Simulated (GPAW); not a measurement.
Runs of GPAW 26.7.0 on SnSe2. The structure is trigonal, space group P-3m1 (No. 164). Conventional cell: a = 3.811 Å, b = 3.811 Å, c = 6.136 Å, α = 90.00°, β = 90.00°, γ = 120.00°. Around Sn (site symmetry -3m) lie 6 Se at 2.68 Å. Se (site symmetry 3m) has 3 Sn at 2.68 Å as nearest neighbours. 

| task | level | potentials or basis | spin | cell | optimizer | fmax | max steps | eigensolver | band path | gap on the mesh (eV) | pressure (GPa) | relaxed volume (Å³/atom) | largest force (eV/Å) |
| --- | --- | --- | --- | --- | --- | --- | --- | --- | --- | --- | --- | --- | --- |
| relaxation of cell and atoms | RPBE+D3 | the program's PAW data sets (release 1.2.1) made for this functional, pw | off | relaxed | BFGS | 0.02 eV/Å | 100 | - | - | 0.77 | 0.0 | 27.29 | 0.01 |
| relaxation of cell and atoms | r2SCAN | GPAW PAW data sets (gpaw-data 1.2.1), pw | off | relaxed | LBFGS | 0.05 eV/Å | 40 | - | - | 1.05 | 0.1 | 27.83 | 0.01 |
| relaxation of cell and atoms | BLYP+D4 | PAW data sets generated in the run's folder for this functional, pw | off | relaxed | LBFGS | 0.02 eV/Å | 60 | davidson | - | (b) | 0.0 | 25.98 | 0.01 |
| band structure | AM05 | PAW data sets generated in the run's folder for this functional, pw | SOC, no magnetisation | as given | - | - | - | - | GMKGALHA,LM,KH | (a) | 2.6 | - | 0.45 |
| band structure | PBE | JTH PAW 2.0, PBE, pw | off | as given | - | - | - | - | GMKGALHA,LM,KH | 0.78 | 6.6 | - | 0.74 |

Alike in all rows: k mesh 6 × 6 × 3; cutoff (eV) 600; smearing fermi-dirac 0.05 eV.

Task: Estimate the missing entries.

Result: (a) 0.69; (b) 0.42.

Caveats: spin-orbit coupling is left out, which moves the levels of the heavy elements (some runs); later steps reuse the first step's grids (some runs); an odd mesh through Γ misses points on the zone boundary, where band edges often lie (some runs); this functional lacks dispersion, which binds the layers, so the pressure and a relaxed spacing across them are unreliable (some runs); the PAW data sets were made with another functional, which shifts forces and pressure a little (some runs); spin-orbit coupling was added after a scalar SCF, so levels and gaps hold it while energy, forces, pressure and moments don't (some runs); this program's spin-orbit splittings come out too wide for heavy elements (some runs).

A k mesh can miss the band edges, and rows without SOC leave out spin-orbit coupling on Se, Sn.
